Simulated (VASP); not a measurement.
Write the native input for VASP 6.6.1 that does the following.

| Property | Result |
| --- | --- |
| Task | single point |
| Functional | PBEsol |
| Potentials or basis | VASP PAW PBE potentials, release 64 (Li_GW) |
| Cutoff | 550 eV |
| k mesh | 10 × 10 × 10 |
| Occupations | gaussian, width 0.05 eV |
| Spin | no spin polarisation |
| Further INCAR settings | ALGO = Fast; EDIFF = 1e-07 |

The structure of Li lies in POSCAR:

```
Li
1.0
    0.0000000000      2.2020000000      2.2020000000
    2.2020000000      0.0000000000      2.2020000000
    2.2020000000      2.2020000000      0.0000000000
Li
1
Direct
    0.0000000000      0.0000000000      0.0000000000
```

This isn't the form of Li at room conditions, which is bcc.

These files were run (other wordings do the same):

INCAR

```
PREC = Accurate ; ENCUT = 550
EDIFF = 1E-7 ; ISMEAR = 0
SIGMA = 0.05 ; LREAL = F
LASPH = T ; NELM = 80
ALGO = Fast ; ISIF = 2
LWAVE = F ; LCHARG = F
GGA = PS
```

KPOINTS

```
regular mesh
0
Gamma
  10 10 10
```

Potentials or basis: VASP PAW PBE potentials, release 64 (Li_GW).

Launch:

```bash
$ cat potpaw_PBE.64/Li_GW/POTCAR > POTCAR
$ mpirun -np 1 vasp_std > vasp.out
```

Results of the run:

```
Pressure               : -0.6 GPa
Band gap on the k mesh : none (metal or under the smearing width)
```

Caveat: the PAW data sets were made with another functional, which shifts forces and pressure a little.

It used 2.8 s of CPU time on 1 thread of Intel(R) Xeon(R) Platinum 8559C (Emerald Rapids) (shared host), which was overloaded at the time.
